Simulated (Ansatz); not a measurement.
The following input was run with Ansatz 0.2.0.

```yaml
crystal:
  lattice:
    - [-4.0492882213, 4.0492882213, 2.3365718814]
    - [4.0492882213, -4.0492882213, 2.3365718814]
    - [4.0492882213, 4.0492882213, -2.3365718814]
  atoms:
    - { symbol: Ba, position: [0.75, 0.25, 0.5] }
    - { symbol: Ba, position: [0.0, 0.0, 0.0] }
basis:
  ecutwfc: 420
kpoints:
  mp_grid: { grid: [10, 10, 10] }
hamiltonian:
  xc: pbe
scf:
  occupations: { method: gaussian, width: 0.1 }
output:
  forces: true
  stress: true
  eigenvalues: true
```

Run as
```bash
ansatz run input.yaml --threads 1 --pin off --max-ram 1331MiB --backend cpu --events-out ev --progress --plain --runs-dir out
```

All numbers below come from DFT PBE, scalar-relativistic, plane waves, PAW (Ansatz 0.2.0).

Part of what the program printed, abridged:

```
Pseudopotentials: kind: paw
Pseudopotential: Ba, paw, valence charge 10, recommended cutoff 420 eV (normal)
Functional definition: PBE
Crystal: 2 atoms, lattice volume = 153.249 Å³
Basis set: ecut = 420 eV, 2995 PW (Γ), exchange–correlation on 90×90×90 points (8 copies of the dense FFT grid, shifted against one another)
Bands: 14, of which v1, the nominal top of the filled ones, is band 10 counted from 1 (9 counted from 0)
Symmetry: 16 space group operations
Space group: I41/amd (ITA 141), of the structure as read, at distance tolerance 5.4e-5 Å
k-points: 102 of 1000
Initial density: superposition of atomic densities (neutral atoms: chi_scale 0, normalization atom), corrected by the library's trained network
Initial wavefunctions: pseudopotential atomic-orbital guess
Functional: x = pbe(κ = 0.804, μ = 0.21951497), c = pbe(β = 0.06672455)
SCF iter   1: F=—  HF=-11898.555860 eV  |F-HF|=—  |Δ(HF+E_count)|=         —  Δρ=2.18e-3  dr2=1.81e-2  ethr=1.77e-3  ⟨swp⟩=6.5  Hψ=9602  notcnv=0
SCF iter   2: F=—  HF=-11898.555103 eV  |F-HF|=—  |Δ(HF+E_count)|=   7.57e-4  Δρ=1.50e-3  dr2=9.57e-3  ethr=9.07e-5  ⟨swp⟩=1.2  Hψ=2296  notcnv=0
SCF iter   3: F=—  HF=-11898.554186 eV  |F-HF|=—  |Δ(HF+E_count)|=   9.17e-4  Δρ=3.73e-4  dr2=5.06e-4  ethr=4.79e-5  ⟨swp⟩=1.5  Hψ=1556  notcnv=0
SCF iter   4: F=—  HF=-11898.554214 eV  |F-HF|=—  |Δ(HF+E_count)|=   2.76e-5  Δρ=1.47e-4  dr2=4.14e-5  ethr=2.53e-6  ⟨swp⟩=2.0  Hψ=2205  notcnv=0
SCF iter   5: F=—  HF=-11898.554195 eV  |F-HF|=—  |Δ(HF+E_count)|=   1.87e-5  Δρ=3.45e-5  dr2=1.84e-6  ethr=2.07e-7  ⟨swp⟩=2.8  Hψ=2515  notcnv=0
SCF iter   6: F=—  HF=-11898.554195 eV  |F-HF|=—  |Δ(HF+E_count)|=   2.96e-7  Δρ=8.55e-6  dr2=2.12e-7  ethr=9.20e-9  ⟨swp⟩=3.0  Hψ=2560  notcnv=0
SCF iter   7: F=-11898.554195 eV  HF=-11898.554195 eV  |F-HF|=5.33e-10  |Δ(HF+E_count)|=   6.02e-8  Δρ=1.82e-6  dr2=1.31e-8  ethr=5.00e-10  ⟨swp⟩=6.2  Hψ=7499  notcnv=0
SCF 1 converged in 7 iterations: F = -11898.554195 eV  dr2 = 1.31e-8
SCF converged after 7 iterations
Free energy (F): -11898.554195 eV
Harris-Foulkes:  -11898.554195 eV  (|F-HF|=5.33e-10)
Internal energy: -11898.542564 eV  (E = F + TS)
E sigma→0 (E₀):  -11898.548380 eV
Entropy (-TS):   -0.011631 eV (-5.815 meV/atom)
Fermi energy:    4.439854 eV
--- Per-component energies (eV) ---
  E_band       = -204.962347
  E_kinetic    = 330.404676
  E_local      = -869.914537  (includes V_loc(G=0)·N_el)
  E_nonlocal   = 113.751865
  E_hartree    = 278.711105
  E_xc         = -331.640253
  E_vxc        = -265.263858  (∫ρ·V_xc dr)
  E_paw        = -10451.465677  (= ΣΔE_a)
  E_vpaw       = -71.364472  (= ΣTr[D̂ρ^β])
  E_aug_tail   = -0.000003  (compensation charges beyond the density's cutoff)
  E_ewald      = -968.389740
  E_smearing   = -0.011631  (= −TS)
--- Forces (eV/Å), atoms counted from 1 ---
  atom   1  Ba     0.00000000     0.00000000     0.00000000
  atom   2  Ba     0.00000000     0.00000000     0.00000000
--- Stress (GPa, compression-positive) ---
       -0.894414       0.000000       0.000000
        0.000000      -0.894414       0.000000
        0.000000       0.000000      -2.068035
  P = ⅓ Tr σ = -1.2856 GPa (-12.856 kbar)
--- Band table (eV; the first three rows and the last of 102) ---
  k-point 0: bands = ["-24.9074", "-24.8528", "-10.1957", "-10.1957", "-9.9541", "-9.9465", "-9.8717", "-9.8717", "1.9267", "3.9269", "4.8943", "4.9513", "5.5719", "6.7174"]
  k-point 1: bands = ["-24.9060", "-24.8541", "-10.1898", "-10.1891", "-9.9598", "-9.9450", "-9.8811", "-9.8741", "1.9930", "3.9639", "4.8455", "4.9754", "5.5077", "6.7579"]
  k-point 2: bands = ["-24.9021", "-24.8580", "-10.1725", "-10.1696", "-9.9764", "-9.9405", "-9.9079", "-9.8807", "2.1872", "4.0358", "4.7544", "5.0507", "5.3724", "6.7122"]
  k-point 101: bands = ["-24.8798", "-24.8798", "-10.2503", "-10.2503", "-9.9522", "-9.9522", "-9.8338", "-9.8338", "3.6873", "3.6873", "4.9938", "4.9938", "5.4695", "5.4695"]
```

The run converged.